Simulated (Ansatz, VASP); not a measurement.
# Ge in VASP and in Ansatz

```
Ge
1.0
     3.99759    0.00000    0.00000
    -1.99879    3.46201    0.00000
     0.00000    0.00000    6.59938
Ge
4
Cartesian
  1.9988 1.1540 0.4151
  0.0000 2.3080 3.7148
  1.9988 1.1540 2.8846
  0.0000 2.3080 6.1843
```

This isn't the form of Ge at room conditions, which is diamond.

Alike in both runs: task relaxation of cell and atoms; functional PBE; k mesh 12 × 12 × 6; occupations gaussian, width 0.01 eV; no spin polarisation.

|  | VASP | Ansatz |
| --- | --- | --- |
| version | VASP 6.6.1 | Ansatz 0.2.0 |
| potentials or method | VASP PAW PBE potentials, release 64 (Ge_d) | scalar-relativistic, plane waves, PAW |
| plane-wave cutoff (eV) | 600 | 420 |
| valence electrons in the cell | 56 | 56 |

Ansatz gave:

- gap on the k mesh at the Fermi level, each at its own relaxed structure (eV): none
- relaxed volume (Å³/atom): 23.86
- relaxed cell length with the largest relative difference (Å): 4.058
- energy change over the relaxation (meV/atom): -9

Q: Estimate VASP's values.

A: gap on the k mesh at the Fermi level, each at its own relaxed structure (eV): none; relaxed volume (Å³/atom): 23.83; relaxed cell length with the largest relative difference (Å): 4.056; energy change over the relaxation (meV/atom): -9.

A gap of «none» marks a metal or a gap that the smearing closes.
